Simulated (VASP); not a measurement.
# Cs (Pm-3m) in VASP: further runs

Runs on Cs. Level: revPBE. Tasks: single point.

Program: VASP 6.6.1. These are calculated values, not measurements. Logs are shortened: lines on timing, memory, paths and dates and some standing lists are left out, and cuts for length are marked.

## (1) The structure

It takes space group Pm-3m (No. 221, cubic). Conventional cell: a = 5.335 Å, b = 5.335 Å, c = 5.335 Å, α = 90.00°, β = 90.00°, γ = 90.00°.

This isn't the form of Cs at room conditions, which is bcc.

## (2) Single point, revPBE

Contents of INCAR:

```
SYSTEM = Cs
PREC = Accurate
ENCUT = 520
EDIFF = 1E-6
ISMEAR = -1
SIGMA = 0.1
LREAL = .False.
LASPH = .True.
NELM = 60
ALGO = Normal
ISIF = 2
LWAVE = .False.
LCHARG = .True.
GGA = RE
LELF = .True.
LVHAR = .True.
NBANDS = 10
```

Contents of KPOINTS:

```
Automatic mesh
0
Gamma
  7 7 7
  0 0 0
```

Contents of POSCAR:

```
Cs
1.0
    5.3352770062      0.0000000000      0.0000000000
    0.0000000000      5.3352770062      0.0000000000
    0.0000000000      0.0000000000      5.3352770062
Cs
1
Direct
    0.0000000000      0.0000000000      0.0000000000
```

Potentials or basis: VASP PAW PBE potentials, release 64 (Cs_sv).

Run with:

```bash
$ cat potpaw_PBE.64/Cs_sv/POTCAR > POTCAR
$ mpirun -np 1 vasp_std > vasp.out
```

OUTCAR:

```text
SYSTEM = Cs
   PREC = Accurate
   ENCUT = 520
   EDIFF = 1E-6
   ISMEAR = -1
   LREAL = .False.
   LASPH = .True.
   NELM = 60
   ISIF = 2
   GGA = RE

 ion  position               nearest neighbor table
   1  0.000  0.000  0.000-

  LATTYP: Found a simple cubic cell.
 ALAT       =     5.3352770062

  Lattice vectors:

 A1 = (   5.3352770062,   0.0000000000,   0.0000000000)
 A2 = (   0.0000000000,   5.3352770062,   0.0000000000)
 A3 = (   0.0000000000,   0.0000000000,   5.3352770062)

Analysis of symmetry for initial positions (statically):
=====================================================================
 Subroutine PRICEL returns:
 Original cell was already a primitive cell.

 Routine SETGRP: Setting up the symmetry group for a
 simple cubic supercell.

 Subroutine GETGRP returns: Found 48 space group operations
 (whereof 48 operations were pure point group operations)
 out of a pool of 48 trial point group operations.

The static configuration has the point symmetry O_h .

Analysis of symmetry for dynamics (positions and initial velocities):
=====================================================================
 Subroutine PRICEL returns:
 Original cell was already a primitive cell.

 Routine SETGRP: Setting up the symmetry group for a
 simple cubic supercell.

 Subroutine GETGRP returns: Found 48 space group operations
 (whereof 48 operations were pure point group operations)
 out of a pool of 48 trial point group operations.

The dynamic configuration has the point symmetry O_h .

 Subroutine INISYM returns: Found 48 space group operations
 (whereof 48 operations are pure point group operations),
 and found     1 'primitive' translations

----------------------------------------------------------------------------------------

                                     Primitive cell

  volume of cell :     151.8696

  direct lattice vectors                    reciprocal lattice vectors
     5.335277006  0.000000000  0.000000000     0.187431693  0.000000000  0.000000000
     0.000000000  5.335277006  0.000000000     0.000000000  0.187431693  0.000000000
     0.000000000  0.000000000  5.335277006     0.000000000  0.000000000  0.187431693

  length of vectors
     5.335277006  5.335277006  5.335277006     0.187431693  0.187431693  0.187431693

  position of ions in fractional coordinates (direct lattice)
     0.000000000  0.000000000  0.000000000

  ion indices of the primitive-cell ions
   primitive index   ion index
                 1           1

----------------------------------------------------------------------------------------

 KPOINTS: Automatic mesh

Automatic generation of k-mesh.
 Grid dimensions read from file:
 generate k-points for:    7    7    7

 Generating k-lattice:

  Cartesian coordinates                     Fractional coordinates (reciprocal lattice)
     0.026775956  0.000000000  0.000000000     0.142857143  0.000000000  0.000000000
     0.000000000  0.026775956  0.000000000     0.000000000  0.142857143  0.000000000
     0.000000000  0.000000000  0.026775956     0.000000000  0.000000000  0.142857143

  Length of vectors
     0.026775956  0.026775956  0.026775956

  Shift w.r.t. Gamma in fractional coordinates (k-lattice)
     0.000000000  0.000000000  0.000000000

 Subroutine IBZKPT returns following result:
 ===========================================

 Found     20 irreducible k-points:

 Following reciprocal coordinates:
            Coordinates               Weight
  0.000000  0.000000  0.000000      1.000000
  0.142857  0.000000  0.000000      6.000000
  0.285714  0.000000  0.000000      6.000000
  0.428571  0.000000  0.000000      6.000000
  0.142857  0.142857  0.000000     12.000000
  0.285714  0.142857  0.000000     24.000000
[... 12 lines left out ...]
  0.428571  0.428571  0.285714     24.000000
  0.428571  0.428571  0.428571      8.000000
   k-points           NKPTS =     20   k-points in BZ     NKDIM =     20   number of bands    NBANDS=     10
   number of dos      NEDOS =    301   number of ions     NIONS =      1
   total plane-waves  NPLWV =  64000
   dimension x,y,z NGX =    40 NGY =   40 NGZ =   40
   dimension x,y,z NGXF=    80 NGYF=   80 NGZF=   80
   ions per type =               1
   NGX,Y,Z   is equivalent  to a cutoff of  12.46, 12.46, 12.46 a.u.
   NGXF,Y,Z  is equivalent  to a cutoff of  24.93, 24.93, 24.93 a.u.
 SYSTEM =  Cs
   PREC   = accura    normal or accurate (medium, high low for compatibility)
   ISTART =      0    job   : 0-new  1-cont  2-samecut
   ICHARG =      2    charge: 1-file 2-atom 10-const
   ISPIN  =      1    spin polarized calculation?
   LNONCOLLINEAR =      F non collinear calculations
   LSORBIT =      F    spin-orbit coupling
   LASPH  =      T    aspherical Exc in radial PAW
   ENCUT  =  520.0 eV  38.22 Ry    6.18 a.u.   9.92  9.92  9.92*2*pi/ulx,y,z
   NELM   =     60;   NELMIN=  2; NELMDL= -5     # of ELM steps
   EDIFF  = 0.1E-05   stopping-criterion for ELM
   LREAL  =      F    real-space projection
   EDIFFG = 0.1E-04   stopping-criterion for IOM
   NSW    =      0    number of steps for IOM
   IBRION =     -1    ionic relax: 0-MD 1-quasi-New 2-CG
   NFREE  =      0    steps in history (QN), initial steepest desc. (CG)
   ISIF   =      2    stress and relaxation
   ISYM   =      2    0-nonsym 1-usesym 2-fastsym
   POTIM  = 0.5000    time-step for ionic-motion
   TEBEG  =    0.0;   TEEND  =   0.0 temperature during run
   PSTRESS=    0.0 pullay stress
   NELECT =       9.0000    total number of electrons
   NUPDOWN=      -1.0000    fix difference up-down
   EMIN   =  10.00;   EMAX   =-10.00  energy-range for DOS
   EFERMI =   0.00;   METHOD = LEGACY
   ISMEAR =    -1;   SIGMA  =   0.10  broadening in eV -4-tet -1-fermi 0-gaus
   EFERMI_NEDOS =   21; number of points for ismear=-14 and -15
   IALGO  =     38    algorithm
   IMIX   =      4    mixing-type and parameters
     AMIX     =   0.40;   BMIX     =  1.00
     AMIX_MAG =   1.60;   BMIX_MAG =  1.00
  volume/ion in A,a.u.               =     151.87      1024.87
  Fermi-wavevector in a.u.,A,eV,Ry     =   0.638262  1.206139  5.542712  0.407378
  Thomas-Fermi vector in A             =   1.703544
   LORBIT       =      0    0 simple, 1 ext, 2 COOP (PROOUT), +10 PAW based schemes
   GGA     = RE    functional components
   LHFCALC =     F    Hartree Fock is set to
   AEXX    =    0.0000 exact exchange contribution
   IVDW    =     0    specifies the selected vdW correction
   LEPSILON=     F    determine dielectric tensor
   LRPA    =     F    only Hartree local field effects (RPA)
 non-spin polarized calculation
  energy-cutoff  :      520.00
  volume of cell :      151.87
 maximum number of plane-waves:      4102
 NGX is ok and might be reduce to    40
   NGX = 19   NGY = 19   NGZ = 19

 number of electron       9.0000001 magnetization

 Free energy of the ion-electron system (eV)
  ---------------------------------------------------
  ext. energy  EPLUGINS =         0.00000000
  ---------------------------------------------------
  free energy    TOTEN  =        -0.68058925 eV

  energy without entropy =       -0.64119173  energy(sigma->0) =       -0.66089049

 E-fermi :  -0.0284     XC(G=0):  -4.6437

 val. band max:       -0.1047303488   @ k =   0.4286   0.1429   0.1429
 cond. band min:       0.0244061746   @ k =   0.2857   0.2857   0.2857
 fundamental gap:      0.1291365234
 Fermi energy:        -0.0283904469

 k-point     1 :       0.0000    0.0000    0.0000
  band No.  band energies     occupation
      1     -24.2210      2.00000
      2     -10.9885      2.00000
      3     -10.9885      2.00000
      4     -10.9885      2.00000
      5      -1.4256      2.00000
      6       1.3897      0.00000
      7       1.3897      0.00000
      8       3.8126      0.00000
      9       3.8126      0.00000
     10       3.8126      0.00000

 k-point     2 :       0.1429    0.0000    0.0000
  band No.  band energies     occupation
      1     -24.2205      2.00000
      2     -11.0045      2.00000
      3     -10.9871      2.00000
      4     -10.9871      2.00000
      5      -1.2897      1.99999
      6       1.3762      0.00000
      7       1.4474      0.00000
      8       3.3943      0.00000
      9       3.3943      0.00000
     10       3.7843      0.00000

 k-point     3 :       0.2857    0.0000    0.0000
  band No.  band energies     occupation
      1     -24.2193      2.00000
      2     -11.0403      2.00000
      3     -10.9841      2.00000
      4     -10.9841      2.00000
      5      -0.9084      1.99970
      6       1.0951      0.00003
      7       1.5936      0.00000
      8       2.9432      0.00000
      9       2.9432      0.00000
     10       3.5962      0.00000

 k-point     4 :       0.4286    0.0000    0.0000
  band No.  band energies     occupation
      1     -24.2184      2.00000
      2     -11.0685      2.00000
      3     -10.9817      2.00000
      4     -10.9817      2.00000
      5      -0.3688      1.93567
      6       0.4883      0.01134
      7       1.7338      0.00000
      8       2.6975      0.00000
      9       2.6975      0.00000
     10       3.9314      0.00000

 k-point     5 :       0.1429    0.1429    0.0000
  band No.  band energies     occupation
      1     -24.2200      2.00000
      2     -11.0036      2.00000
      3     -11.0026      2.00000
      4     -10.9858      2.00000
      5      -1.1551      1.99997
      6       1.4365      0.00000
      7       1.4526      0.00000
      8       2.8865      0.00000
      9       3.3217      0.00000
     10       3.6082      0.00000

 k-point     6 :       0.2857    0.1429    0.0000
  band No.  band energies     occupation
      1     -24.2188      2.00000
      2     -11.0386      2.00000
      3     -10.9999      2.00000
      4     -10.9828      2.00000
      5      -0.7776      1.99889
      6       1.1670      0.00001
      7       1.6108      0.00000
      8       2.5520      0.00000
      9       2.9781      0.00000
     10       3.5949      0.00000
[... 131 lines left out ...]
 k-point    17 :       0.2857    0.2857    0.2857
  band No.  band energies     occupation
      1     -24.2161      2.00000
      2     -11.0312      2.00000
      3     -11.0289      2.00000
      4     -11.0289      2.00000
      5       0.0244      0.74198
      6       1.5605      0.00000
      7       1.5605      0.00000
      8       1.9965      0.00000
      9       2.5655      0.00000
     10       2.5655      0.00000

 k-point    18 :       0.4286    0.2857    0.2857
  band No.  band energies     occupation
      1     -24.2152      2.00000
      2     -11.0568      2.00000
      3     -11.0275      2.00000
      4     -11.0260      2.00000
      5       0.4600      0.01502
      6       1.0854      0.00003
      7       1.5445      0.00000
      8       2.2975      0.00000
      9       2.3916      0.00000
     10       2.8797      0.00000

 k-point    19 :       0.4286    0.4286    0.2857
  band No.  band energies     occupation
      1     -24.2143      2.00000
      2     -11.0537      2.00000
      3     -11.0534      2.00000
      4     -11.0239      2.00000
      5       0.7190      0.00114
      6       1.2700      0.00000
      7       1.3426      0.00000
      8       2.0506      0.00000
      9       2.8687      0.00000
     10       2.9875      0.00000

 k-point    20 :       0.4286    0.4286    0.4286
  band No.  band energies     occupation
      1     -24.2135      2.00000
      2     -11.0507      2.00000
      3     -11.0503      2.00000
      4     -11.0503      2.00000
      5       0.9711      0.00009
      6       1.2004      0.00001
      7       1.2004      0.00001
      8       2.7139      0.00000
      9       3.0122      0.00000
     10       3.0252      0.00000

------------------------ aborting loop because EDIFF is reached ----------------------------------------

  FORCE on cell =-STRESS in cart. coord.  units (eV):
  Direction    XX          YY          ZZ          XY          YZ          ZX
  --------------------------------------------------------------------------------------
  -------------------------------------------------------------------------------------
  Total       -0.0782390     -0.0782390     -0.0782390     -0.0000000      0.0000000     -0.0000000
  in kB       -0.8253973     -0.8253973     -0.8253973     -0.0000000      0.0000000     -0.0000000
  external PRESSURE =      -0.8253973 kB  Pullay stress =       0.0000000 kB

 VOLUME and BASIS-vectors are now :
 -----------------------------------------------------------------------------
  energy-cutoff  :      520.00
  volume of cell :      151.87
      direct lattice vectors                 reciprocal lattice vectors
     5.335277006  0.000000000  0.000000000     0.187431693  0.000000000  0.000000000
     0.000000000  5.335277006  0.000000000     0.000000000  0.187431693  0.000000000
     0.000000000  0.000000000  5.335277006     0.000000000  0.000000000  0.187431693

 POSITION                                       TOTAL-FORCE (eV/Angst)
 -----------------------------------------------------------------------------------
      0.00000      0.00000      0.00000         0.000000      0.000000      0.000000
 -----------------------------------------------------------------------------------
    total drift:                               -0.000000     -0.000000     -0.000000

  FREE ENERGIE OF THE ION-ELECTRON SYSTEM (eV)
  ---------------------------------------------------
  free  energy   TOTEN  =        -0.6805892509 eV

  energy  without entropy=       -0.6411917284  energy(sigma->0) =       -0.66089049
```

It took 42 s on 1 thread of AMD EPYC 7R43 (Zen 3), shared host; peak memory 0.2 GiB.

Results:

```
Free energy            : -0.6806 eV
Pressure               : -0.1 GPa
Band gap on the k mesh : none (metal or under the smearing width)
```

Levels at points of the mesh, in eV from the Fermi level:
```tsv
k point	band 3	band 4	band 5	band 6	band 7	band 8
(0.00, 0.00, 0.00)	-10.96	-10.96	-1.40	1.42	1.42	3.84
```

Caveat: the PAW data sets were made with another functional, which shifts forces and pressure a little.

## (3) Single point, revPBE

This run uses another cell than the first one, of 123.75 Å³/atom, 0.815 times its volume.

Contents of INCAR:

```
SYSTEM = Cs
  PREC = Accurate
  ENCUT = 520
  EDIFF = 1E-7
  ISMEAR = -1
  SIGMA = 0.1
  LREAL = .FALSE.
  LASPH = .TRUE.
  NELM = 60
  ALGO = Fast
  ISIF = 2
  LWAVE = .FALSE.
  LCHARG = .FALSE.
  GGA = RE
  NBANDS = 10
```

Contents of KPOINTS:

```
Automatic mesh
0
G
  7 7 7
  0 0 0
```

Contents of POSCAR:

```
Cs
1.0
    4.9832186704      0.0000000000      0.0000000000
    0.0000000000      4.9832186704      0.0000000000
    0.0000000000      0.0000000000      4.9832186704
Cs
1
Direct
    0.0000000000      0.0000000000      0.0000000000
```

Potentials or basis: VASP PAW PBE potentials, release 64 (Cs_sv).

Run with:

```bash
$ cat potpaw_PBE.64/Cs_sv/POTCAR > POTCAR
$ mpirun -np 1 vasp_std > vasp.out
```

Run time: 40 s. Hardware: 1 thread of AMD EPYC 7R43 (Zen 3), shared host; peak memory 0.19 GiB.

It converged, with:

```yaml
Free_energy: -0.6724 eV
Pressure: 0.2 GPa
Band_gap_on_the_k_mesh: none (metal or under the smearing width)
```

Levels at points of the mesh, in eV from the Fermi level:
| k point | band 3 | band 4 | band 5 | band 6 | band 7 | band 8 |
| --- | --- | --- | --- | --- | --- | --- |
| (0.00, 0.00, 0.00) | -10.85 | -10.85 | -1.59 | 1.38 | 1.38 | 4.28 |

Caveat: the PAW data sets were made with another functional, which shifts forces and pressure a little.
